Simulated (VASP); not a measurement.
# ZnSe (F-43m) in VASP: notebook

Runs on ZnSe. Level: PBE. Tasks: single point.

All numbers are computed with VASP 6.6.1; they aren't measurements. Logs are shortened: lines on timing, memory, paths and dates and some standing lists are left out, and cuts for length are marked.

**Measured values to compare with.**

“Alloy Disordering Effects on the Thermal Conductivity and Energy Gap Temperature Dependence of Cd1−xZnxSe Ternary Crystals Grown by the Bridgman Method”, 2023, pmc:10253836 reports, for a bulk crystal of ZnSe at 300 K: band gap 2.695 ± 0.003 eV (an exciton energy, a little under the gap).

How close the calculation comes is told below.

## Step 1: The crystal as given

Symmetry: F-43m, No. 216, cubic system. The conventional cell has a = 5.668 Å, b = 5.668 Å, c = 5.668 Å, α = 90.00°, β = 90.00°, γ = 90.00°. Zn (site symmetry -43m) has 4 Se at 2.45 Å as nearest neighbours. Around Se (site symmetry -43m) lie 4 Zn at 2.45 Å.

## Step 2: Single point, PBE

The input, INCAR:

```
ALGO = Normal ; EDIFF = 1E-7
ENCUT = 400 ; GGA = PE
ISIF = 2 ; ISMEAR = 0
LASPH = T ; LCHARG = F
LREAL = F ; LWAVE = F
NBANDS = 16 ; NELM = 100
PREC = Accurate ; SIGMA = 0.02
```

The input, KPOINTS:

```
k-points
0
Gamma
  8 8 8
```

The input, POSCAR:

```
ZnSe
1.0
    0.0000000000      2.8338000000      2.8338000000
    2.8338000000      0.0000000000      2.8338000000
    2.8338000000      2.8338000000      0.0000000000
Zn Se
1 1
Direct
    0.0000000000      0.0000000000      0.0000000000
    0.2500000000      0.2500000000      0.2500000000
```

Potentials or basis: VASP PAW PBE potentials, release 64 (Zn, Se).

The run is started by

```console
$ cat potpaw_PBE.64/Zn/POTCAR potpaw_PBE.64/Se/POTCAR > POTCAR
$ mpirun -np 1 vasp_std > vasp.out
```

OUTCAR:

```text
EDIFF = 1E-7
   ENCUT = 400
   GGA = PE
   ISIF = 2
   ISMEAR = 0
   LASPH = T
   LREAL = F
   NELM = 100
   PREC = Accurate

 ion  position               nearest neighbor table
   1  0.000  0.000  0.000-   2 2.45   2 2.45   2 2.45   2 2.45
   2  0.250  0.250  0.250-   1 2.45   1 2.45   1 2.45   1 2.45

  LATTYP: Found a face centered cubic cell.
 ALAT       =     5.6676000000

  Lattice vectors:

 A1 = (   0.0000000000,   2.8338000000,   2.8338000000)
 A2 = (   2.8338000000,   0.0000000000,   2.8338000000)
 A3 = (   2.8338000000,   2.8338000000,   0.0000000000)

Analysis of symmetry for initial positions (statically):
=====================================================================
 Subroutine PRICEL returns:
 Original cell was already a primitive cell.

 Routine SETGRP: Setting up the symmetry group for a
 face centered cubic supercell.

 Subroutine GETGRP returns: Found 24 space group operations
 (whereof 24 operations were pure point group operations)
 out of a pool of 48 trial point group operations.

The static configuration has the point symmetry T_d .

Analysis of symmetry for dynamics (positions and initial velocities):
=====================================================================
 Subroutine PRICEL returns:
 Original cell was already a primitive cell.

 Routine SETGRP: Setting up the symmetry group for a
 face centered cubic supercell.

 Subroutine GETGRP returns: Found 24 space group operations
 (whereof 24 operations were pure point group operations)
 out of a pool of 48 trial point group operations.

The dynamic configuration has the point symmetry T_d .

 Subroutine INISYM returns: Found 24 space group operations
 (whereof 24 operations are pure point group operations),
 and found     1 'primitive' translations

----------------------------------------------------------------------------------------

                                     Primitive cell

  volume of cell :      45.5132

  direct lattice vectors                    reciprocal lattice vectors
     0.000000000  2.833800000  2.833800000    -0.176441527  0.176441527  0.176441527
     2.833800000  0.000000000  2.833800000     0.176441527 -0.176441527  0.176441527
     2.833800000  2.833800000  0.000000000     0.176441527  0.176441527 -0.176441527

  length of vectors
     4.007598393  4.007598393  4.007598393     0.305605690  0.305605690  0.305605690

  position of ions in fractional coordinates (direct lattice)
     0.000000000  0.000000000  0.000000000
     0.250000000  0.250000000  0.250000000

  ion indices of the primitive-cell ions
   primitive index   ion index
                 1           1
                 2           2

----------------------------------------------------------------------------------------

 KPOINTS: k-points

Automatic generation of k-mesh.
 Grid dimensions read from file:
 generate k-points for:    8    8    8

 Generating k-lattice:

  Cartesian coordinates                     Fractional coordinates (reciprocal lattice)
    -0.022055191  0.022055191  0.022055191     0.125000000  0.000000000  0.000000000
     0.022055191 -0.022055191  0.022055191     0.000000000  0.125000000  0.000000000
     0.022055191  0.022055191 -0.022055191     0.000000000  0.000000000  0.125000000

  Length of vectors
     0.038200711  0.038200711  0.038200711

  Shift w.r.t. Gamma in fractional coordinates (k-lattice)
     0.000000000  0.000000000  0.000000000

 Subroutine IBZKPT returns following result:
 ===========================================

 Found     29 irreducible k-points:

 Following reciprocal coordinates:
            Coordinates               Weight
  0.000000  0.000000  0.000000      1.000000
  0.125000  0.000000  0.000000      8.000000
  0.250000  0.000000  0.000000      8.000000
  0.375000  0.000000  0.000000      8.000000
  0.500000  0.000000  0.000000      4.000000
  0.125000  0.125000  0.000000      6.000000
[... 16 lines left out ...]
  0.500000  0.250000  0.125000     48.000000
 -0.375000  0.250000  0.125000     24.000000
 [... further k-points ...]
   k-points           NKPTS =     29   k-points in BZ     NKDIM =     29   number of bands    NBANDS=     16
   number of dos      NEDOS =    301   number of ions     NIONS =      2
   total plane-waves  NPLWV =  21952
   dimension x,y,z NGX =    28 NGY =   28 NGZ =   28
   dimension x,y,z NGXF=    56 NGYF=   56 NGZF=   56
   ions per type =               1   1
   NGX,Y,Z   is equivalent  to a cutoff of  11.62, 11.62, 11.62 a.u.
   NGXF,Y,Z  is equivalent  to a cutoff of  23.23, 23.23, 23.23 a.u.
 SYSTEM =  unknown system
   PREC   = accura    normal or accurate (medium, high low for compatibility)
   ISTART =      0    job   : 0-new  1-cont  2-samecut
   ICHARG =      2    charge: 1-file 2-atom 10-const
   ISPIN  =      1    spin polarized calculation?
   LNONCOLLINEAR =      F non collinear calculations
   LSORBIT =      F    spin-orbit coupling
   LASPH  =      T    aspherical Exc in radial PAW
   ENCUT  =  400.0 eV  29.40 Ry    5.42 a.u.   6.54  6.54  6.54*2*pi/ulx,y,z
   NELM   =    100;   NELMIN=  2; NELMDL= -5     # of ELM steps
   EDIFF  = 0.1E-06   stopping-criterion for ELM
   LREAL  =      F    real-space projection
   EDIFFG = 0.1E-05   stopping-criterion for IOM
   NSW    =      0    number of steps for IOM
   IBRION =     -1    ionic relax: 0-MD 1-quasi-New 2-CG
   NFREE  =      0    steps in history (QN), initial steepest desc. (CG)
   ISIF   =      2    stress and relaxation
   ISYM   =      2    0-nonsym 1-usesym 2-fastsym
   POTIM  = 0.5000    time-step for ionic-motion
   TEBEG  =    0.0;   TEEND  =   0.0 temperature during run
   PSTRESS=    0.0 pullay stress
   NELECT =      18.0000    total number of electrons
   NUPDOWN=      -1.0000    fix difference up-down
   EMIN   =  10.00;   EMAX   =-10.00  energy-range for DOS
   EFERMI =   0.00;   METHOD = LEGACY
   ISMEAR =     0;   SIGMA  =   0.02  broadening in eV -4-tet -1-fermi 0-gaus
   EFERMI_NEDOS =   21; number of points for ismear=-14 and -15
   IALGO  =     38    algorithm
   IMIX   =      4    mixing-type and parameters
     AMIX     =   0.40;   BMIX     =  1.00
     AMIX_MAG =   1.60;   BMIX_MAG =  1.00
  volume/ion in A,a.u.               =      22.76       153.57
  Fermi-wavevector in a.u.,A,eV,Ry     =   1.201673  2.270834 19.647073  1.444019
  Thomas-Fermi vector in A             =   2.337476
   LORBIT       =      0    0 simple, 1 ext, 2 COOP (PROOUT), +10 PAW based schemes
   GGA     = PE    functional components
   LHFCALC =     F    Hartree Fock is set to
   AEXX    =    0.0000 exact exchange contribution
   IVDW    =     0    specifies the selected vdW correction
   LEPSILON=     F    determine dielectric tensor
   LRPA    =     F    only Hartree local field effects (RPA)
 non-spin polarized calculation
 Gauss-broadening in eV      SIGMA  =   0.02
  energy-cutoff  :      400.00
  volume of cell :       45.51
 maximum number of plane-waves:       869
 NGX is ok and might be reduce to    28
   NGX = 13   NGY = 13   NGZ = 13

 number of electron      18.0000014 magnetization

 Free energy of the ion-electron system (eV)
  ---------------------------------------------------
  ext. energy  EPLUGINS =         0.00000000
  ---------------------------------------------------
  free energy    TOTEN  =        -6.01894477 eV

  energy without entropy =       -6.01894477  energy(sigma->0) =       -6.01894477

 E-fermi :   1.7288     XC(G=0):  -9.3218

 val. band max:        1.6135853762   @ k =   0.0000   0.0000   0.0000
 cond. band min:       2.9028672399   @ k =   0.0000   0.0000   0.0000
 fundamental gap:      1.2892818637
 Fermi energy:         1.7288222360

 k-point     1 :       0.0000    0.0000    0.0000
  band No.  band energies     occupation
      1     -11.6461      2.00000
      2      -4.9298      2.00000
      3      -4.9298      2.00000
      4      -4.9298      2.00000
      5      -4.5597      2.00000
      6      -4.5597      2.00000
[... 8 lines left out ...]
     15      13.0742      0.00000
     16      13.0742      0.00000

 k-point     2 :       0.1250    0.0000    0.0000
  band No.  band energies     occupation
      1     -11.5455      2.00000
      2      -4.9227      2.00000
      3      -4.9138      2.00000
      4      -4.9138      2.00000
      5      -4.5608      2.00000
      6      -4.5608      2.00000
[... 8 lines left out ...]
     15      12.2920      0.00000
     16      12.4051      0.00000

 k-point     3 :       0.2500    0.0000    0.0000
  band No.  band energies     occupation
      1     -11.2840      2.00000
      2      -4.8788      2.00000
      3      -4.8788      2.00000
      4      -4.8674      2.00000
      5      -4.5591      2.00000
      6      -4.5591      2.00000
[... 8 lines left out ...]
     15      12.0554      0.00000
     16      12.3337      0.00000

 k-point     4 :       0.3750    0.0000    0.0000
  band No.  band energies     occupation
      1     -10.9904      2.00000
      2      -4.8509      2.00000
      3      -4.8509      2.00000
      4      -4.6728      2.00000
      5      -4.5486      2.00000
      6      -4.5486      2.00000
[... 8 lines left out ...]
     15      13.1689      0.00000
     16      13.1689      0.00000
[... 324 lines left out ...]
 k-point    22 :       0.3750    0.2500    0.1250
  band No.  band energies     occupation
      1     -11.0795      2.00000
      2      -4.8872      2.00000
      3      -4.8273      2.00000
      4      -4.8000      2.00000
      5      -4.5736      2.00000
      6      -4.5346      2.00000
[... 8 lines left out ...]
     15      13.8778      0.00000
     16      15.0637      0.00000

 k-point    23 :       0.5000    0.2500    0.1250
  band No.  band energies     occupation
      1     -10.8343      2.00000
      2      -4.8343      2.00000
      3      -4.8029      2.00000
      4      -4.6713      2.00000
      5      -4.5470      2.00000
      6      -4.4950      2.00000
[... 8 lines left out ...]
     15      14.2092      0.00000
     16      15.3191      0.00000

 k-point    24 :      -0.3750    0.2500    0.1250
  band No.  band energies     occupation
      1     -10.7253      2.00000
      2      -4.8260      2.00000
      3      -4.7886      2.00000
      4      -4.5912      2.00000
      5      -4.5523      2.00000
      6      -4.3503      2.00000
[... 8 lines left out ...]
     15      14.3640      0.00000
     16      15.1801      0.00000

 [... further k-points ...]

------------------------ aborting loop because EDIFF is reached ----------------------------------------

  FORCE on cell =-STRESS in cart. coord.  units (eV):
  Direction    XX          YY          ZZ          XY          YZ          ZX
  --------------------------------------------------------------------------------------
  -------------------------------------------------------------------------------------
  Total        0.5967284      0.5967284      0.5967284      0.0000000     -0.0000000      0.0000000
  in kB       21.0063081     21.0063081     21.0063081      0.0000000     -0.0000000      0.0000000
  external PRESSURE =      21.0063081 kB  Pullay stress =       0.0000000 kB

 VOLUME and BASIS-vectors are now :
 -----------------------------------------------------------------------------
  energy-cutoff  :      400.00
  volume of cell :       45.51
      direct lattice vectors                 reciprocal lattice vectors
     0.000000000  2.833800000  2.833800000    -0.176441527  0.176441527  0.176441527
     2.833800000  0.000000000  2.833800000     0.176441527 -0.176441527  0.176441527
     2.833800000  2.833800000  0.000000000     0.176441527  0.176441527 -0.176441527

 POSITION                                       TOTAL-FORCE (eV/Angst)
 -----------------------------------------------------------------------------------
      0.00000      0.00000      0.00000        -0.000000     -0.000000     -0.000000
      1.41690      1.41690      1.41690         0.000000      0.000000      0.000000
 -----------------------------------------------------------------------------------
    total drift:                               -0.000000     -0.000000     -0.000000

  FREE ENERGIE OF THE ION-ELECTRON SYSTEM (eV)
  ---------------------------------------------------
  free  energy   TOTEN  =        -6.0189447697 eV

  energy  without entropy=       -6.0189447697  energy(sigma->0) =       -6.01894477
```

Wall time 29 s (1 thread of AMD EPYC 7R43 (Zen 3), shared host); peak memory 0.13 GiB.

What came out:

| Property | Result |
| --- | --- |
| Free energy | -6.0189 eV |
| Pressure | 2.1 GPa |
| Band gap on the k mesh | 1.29 eV, direct |

Levels at points of the mesh, in eV from the valence-band top:
```csv
k point,band 6,band 7,band 8,band 9,band 10,band 11,band 12,band 13
"(0.00, 0.00, 0.00)",-6.17,0.00,0.00,0.00,1.29,5.80,5.80,5.80
"(0.50, 0.00, 0.00)",-6.01,-5.23,-0.87,-0.87,2.54,6.38,6.38,8.58
"(0.50, 0.50, 0.00)",-5.99,-4.75,-2.19,-2.19,2.98,3.46,10.74,11.25
```

## Step 3: Single point, PBE

Changes to INCAR since step 2:

```diff
@@ -1,3 +1,3 @@
 ALGO = Normal ; EDIFF = 1E-7
-ENCUT = 400 ; GGA = PE
+ENCUT = 450 ; GGA = PE
 ISIF = 2 ; ISMEAR = 0
```

KPOINTS is that of step 2.

POSCAR is that of step 2.

Potentials or basis: VASP PAW PBE potentials, release 64 (Zn, Se).

The run is started by

```console
$ cat potpaw_PBE.64/Zn/POTCAR potpaw_PBE.64/Se/POTCAR > POTCAR
$ mpirun -np 1 vasp_std > vasp.out
```

Wall time 27 s (1 thread of AMD EPYC 7R43 (Zen 3), shared host); peak memory 0.13 GiB.

Results (log left out):

```yaml
Free_energy: -6.0195 eV
Pressure: 2.2 GPa
Band_gap_on_the_k_mesh: 1.29 eV, direct
```

Levels at points of the mesh, in eV from the valence-band top:
```tsv
k point	band 5	band 6	band 7	band 8	band 9	band 10	band 11	band 12	band 13	band 14
(0.00, 0.00, 0.00)	-6.18	-6.18	0.00	0.00	0.00	1.29	5.80	5.80	5.80	9.93
(0.50, 0.00, 0.00)	-6.16	-6.02	-5.23	-0.87	-0.87	2.54	6.38	6.38	8.58	10.97
(0.50, 0.50, 0.00)	-6.13	-6.00	-4.75	-2.19	-2.19	2.98	3.46	10.74	11.25	11.25
```

## Step 4: Against experiment

Step 2. Against the measured gap of ZnSe, 2.695 eV (an exciton energy, a little under the gap; 300 K; “Alloy Disordering Effects on the Thermal Conductivity and Energy Gap Temperature Dependence of Cd1−xZnxSe Ternary Crystals Grown by the Bridgman Method”, 2023, pmc:10253836), the calculated 1.29 eV is off by -1.41 eV. So large a miss can be the level of theory's own, or it may mean another phase, state or a wrong row. Spin-orbit coupling on Se is left out. The value is that of PBE, without temperature or zero-point motion. Semilocal functionals fall short of measured gaps as a rule.

Step 3. A measured gap of ZnSe is 2.695 eV (an exciton energy, a little under the gap; 300 K; “Alloy Disordering Effects on the Thermal Conductivity and Energy Gap Temperature Dependence of Cd1−xZnxSe Ternary Crystals Grown by the Bridgman Method”, 2023, pmc:10253836); the calculated 1.29 eV misses it by -1.40 eV. So large a miss can be the level of theory's own, or it may mean another phase, state or a wrong row. Spin-orbit coupling on Se is left out. The value is that of PBE, without temperature or zero-point motion. Semilocal functionals fall short of measured gaps as a rule.
